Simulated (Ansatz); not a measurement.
Consider the substitution at a C–C bond: `OCc1ccccc1` + H–F → `Fc1ccccc1` + CH₃OH.

Isolated molecules relaxed with PBE0-D4/def2-TZVP in Ansatz; ΔE leaves out vibrations. CBS: MP2 limit from def2 TZ/QZ plus the TZ coupled-cluster correction, frozen cores. This one scheme is used for every species. DFT in def2-TZVPP. B3LYP here is the variant with VWN-RPA as its local correlation; programs differ in this. HSE06 is defined as in plane-wave codes. Each species was taken in one conformer, which may not be the lowest.

Task: Is it downhill or uphill in electronic energy at CCSD(T)/CBS, and by how much? (Estimate.)

Result: The calculation gave: Uphill: ΔE = +0.58 eV.

Task: What do these levels give: r2SCAN-D4, HSE06-D4, BHLYP-D4, B3LYP, r2SCANh, HF/def2-SVP? (Estimate.)

Result: The calculation gave: r2SCAN-D4 0.38, HSE06-D4 0.45, BHLYP-D4 0.41, B3LYP 0.28, r2SCANh 0.37, HF/def2-SVP 0.26 eV.

Largest T1 diagnostic among the species: 0.011.

From PBE to PBE0 (25 % exact exchange), in def2-TZVPP and without D4, ΔE moves by +0.06 eV. At CCSD(T), def2-SVP lies −0.11 eV from the extrapolated value and def2-TZVPP −0.03 eV.
